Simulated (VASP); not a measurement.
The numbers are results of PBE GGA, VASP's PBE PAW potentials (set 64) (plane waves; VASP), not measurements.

The input files of a VASP run:

KPOINTS:
```
Automatic mesh
0
G
 7 7 7
```

POSCAR:
```
Li2O
1
    0.0000000000     2.3233710000     2.3506730000
    2.3453890000     0.0000000000     2.3506730000
    2.3453890000     2.3233710000     0.0000000000
Li O
2 1
Direct
  0.2500000000   0.2500000000   0.2500000000
  0.7500000000   0.7500000000   0.7500000000
 -0.0073980000   0.0073980000   0.0073980000
```

INCAR:
```
ISMEAR=0   ! Gaussian
ISIF=2   ! forces and stress, cell fixed
ALGO=Normal
SIGMA=0.05   ! width (eV)
ENCUT=520
LCHARG=.False.
GGA=PE   ! PBE
LREAL=.False.   ! projection in real space or not
NELM=100   ! most electronic steps
LASPH=.True.
EDIFF=1E-6   ! SCF stop (eV)
SYSTEM=Li2O
PREC=Accurate
LWAVE=.False.
```

POTCAR, in this order: Li O (PBE.64 set). Program: vasp_std.

The run wrote:

OUTCAR:
```
 ion  position               nearest neighbor table
   1  0.250  0.250  0.250-   3 2.01   3 2.01   3 2.05   3 2.05   2 2.32   2 2.32   2 2.35   2 2.35
                             2 2.35   2 2.35
   2  0.750  0.750  0.750-   3 2.01   3 2.01   3 2.05   3 2.05   1 2.32   1 2.32   1 2.35   1 2.35
                             1 2.35   1 2.35
   3  0.993  0.007  0.007-   2 2.01   2 2.01   1 2.01   1 2.01   2 2.05   1 2.05   1 2.05   2 2.05
  LATTYP: Found a face centered orthorhombic cell.
 ALAT       =     4.6467420000
 B/A-ratio  =     1.0094767474
 C/A-ratio  =     1.0117510290
 Subroutine PRICEL returns:
 Original cell was already a primitive cell.
 Subroutine GETGRP returns: Found  4 space group operations
The static configuration has the point symmetry C_2v.
The dynamic configuration has the point symmetry C_2v.
 Subroutine INISYM returns: Found  4 space group operations
 Subroutine IBZKPT returns following result:
 Found     64 irreducible k-points:

 Following reciprocal coordinates:
            Coordinates               Weight
  0.000000  0.000000  0.000000      1.000000
  0.142857 -0.000000  0.000000      8.000000
  0.285714  0.000000  0.000000      8.000000
  0.428571  0.000000  0.000000      8.000000
  0.142857  0.142857  0.000000      2.000000
  0.285714  0.142857  0.000000      8.000000
  0.428571  0.142857 -0.000000      8.000000
 -0.428571  0.142857  0.000000      8.000000
 -0.285714  0.142857  0.000000      8.000000
 -0.142857  0.142857  0.000000      4.000000
  0.285714  0.285714  0.000000      2.000000
  0.428571  0.285714 -0.000000      8.000000
 -0.428571  0.285714  0.000000      8.000000
 -0.285714  0.285714 -0.000000      4.000000
  0.428571  0.428571  0.000000      2.000000
 -0.428571  0.428571  0.000000      4.000000
  0.142857  0.000000  0.142857      2.000000
  0.285714 -0.000000  0.142857      8.000000
  0.428571  0.000000  0.142857      8.000000
...
```

**OSZICAR**
```
       N       E                     dE             d eps       ncg     rms          rms(c)
DAV:   1     0.134278442131E+02    0.13428E+02   -0.37538E+03  1024   0.853E+02
DAV:   2    -0.155117813750E+02   -0.28940E+02   -0.27148E+02  1424   0.122E+02
DAV:   3    -0.160025247670E+02   -0.49074E+00   -0.49074E+00  1208   0.214E+01
DAV:   4    -0.160033278099E+02   -0.80304E-03   -0.80304E-03  1440   0.844E-01
DAV:   5    -0.160033280577E+02   -0.24780E-06   -0.24780E-06  1176   0.128E-02    0.727E+00
DAV:   6    -0.143668643802E+02    0.16365E+01   -0.13325E+01  1024   0.235E+01    0.299E+00
DAV:   7    -0.143122033760E+02    0.54661E-01   -0.28890E-01  1104   0.451E+00    0.140E+00
DAV:   8    -0.143050828920E+02    0.71205E-02   -0.43081E-02  1024   0.292E+00    0.257E-01
DAV:   9    -0.143046557010E+02    0.42719E-03   -0.34874E-04  1624   0.200E-01    0.151E-01
DAV:  10    -0.143049485368E+02   -0.29284E-03   -0.64540E-04  1024   0.210E-01    0.171E-02
DAV:  11    -0.143049466314E+02    0.19054E-05   -0.15158E-05  1560   0.308E-02    0.974E-03
DAV:  12    -0.143049479682E+02   -0.13368E-05   -0.65758E-06  1024   0.217E-02    0.259E-03
DAV:  13    -0.143049478549E+02    0.11327E-06   -0.16625E-06   512   0.941E-03
   1 F= -.14304948E+02 E0= -.14304948E+02  d E =-.106536E-15
```

OUTCAR:
```
------------------------ aborting loop because EDIFF is reached ----------------------------------------
  FORCE on cell =-STRESS in cart. coord.  units (eV):
  Direction    XX          YY          ZZ          XY          YZ          ZX
  --------------------------------------------------------------------------------------
  Total       -0.4165303     -0.1451090     -0.4758733      0.0000000      0.0000000      0.0000000
  in kB      -26.0496300     -9.0750579    -29.7609152      0.0000000      0.0000000      0.0000000
  external PRESSURE =     -21.6285344 kB  Pullay stress =       0.0000000 kB
  volume of cell :       25.62
      direct lattice vectors                 reciprocal lattice vectors
     0.000000000  2.323371000  2.350673000    -0.213184252  0.215204545  0.212705042
     2.345389000  0.000000000  2.350673000     0.213184252 -0.215204545  0.212705042
     2.345389000  2.323371000  0.000000000     0.213184252  0.215204545 -0.212705042
 POSITION                                       TOTAL-FORCE (eV/Angst)
 -----------------------------------------------------------------------------------
      1.17269      1.16169      1.17534         0.075025     -0.000000      0.000000
      3.51808      3.48506      3.52601         0.075025      0.000000      0.000000
      0.03470      2.32337      2.35067        -0.150050      0.000000      0.000000
 -----------------------------------------------------------------------------------
    total drift:                                0.000394     -0.000001     -0.000001
  FREE ENERGIE OF THE ION-ELECTRON SYSTEM (eV)
  ---------------------------------------------------
  free  energy   TOTEN  =       -14.3049478549 eV

  energy  without entropy=      -14.3049478549  energy(sigma->0) =      -14.30494785
```
(Selected blocks of OUTCAR.)

The compound is Li2O in the antifluorite structure. The cell was not relaxed at this level, atoms are displaced from their ideal sites. The run is one of a series of settings (POTCAR Li O (PBE.64 set) against the base run), some of them coarse on purpose.
